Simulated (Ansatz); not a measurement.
## Zone-centre phonons of SiC at -2.9 GPa: input and output

Computed with Ansatz 0.2.0, DFT LDA, scalar-relativistic, plane waves, PAW.

Launched with:
```bash
ansatz run input.yaml --threads 1 --pin off --max-ram 1228MiB --backend cpu --events-out ev --progress --plain --runs-dir out
```

Input (bare energies are in eV):
```yaml
crystal:
  lattice:
    - [2.6189, 0.0, 0.0]
    - [0.0, 2.6189, 0.0]
    - [0.0, 0.0, 2.6189]
  atoms:
    - { symbol: Si, position: [0.0, 0.0, 0.0] }
    - { symbol: C, position: [0.5, 0.5, 0.5] }
basis:
  ecutwfc: 420
kpoints:
  mp_grid: { grid: [16, 16, 16] }
hamiltonian:
  xc: lda
scf:
  occupations: { method: fermi_dirac, width: 0.15 }
output:
  eigenvalues: true
phonons:
  method: dfpt
  eigenvectors: true
```

Results section of the output:
```
--- Phonons (Γ-DFPT): 2 representative perturbations + reference, on 405 of 4096 k-points (Σ response iterations 5) ---
  k mesh reduced under 8 symmetry operations, with k and −k counted as one. Each operation leaves every solved perturbation unchanged. A smaller set is not used because it would not reduce the number of displacements ...
  ASR residual: 1.567e-4 → 0.000e0 eV/Å²; symmetrization residual: 8.621e-8 eV/Å²
  ASR residual per site (eV/Å²): 8.91e-6 1.57e-4
  Γ frequencies (cm⁻¹): -356.10 -356.10 -356.10 0.00 0.00 0.00
  non-analytic LO–TO correction: not included (Born effective charges unavailable; polar crystals: no LO–TO splitting at Γ)
```

Its imaginary modes show that this cell, the ideal cubic caesium chloride prototype, isn't a minimum of the energy. In a metal, frequencies and elastic constants depend on the k mesh and the smearing, soft modes and shear constants most.

Negative frequencies stand for imaginary ones: the cell is unstable against these modes.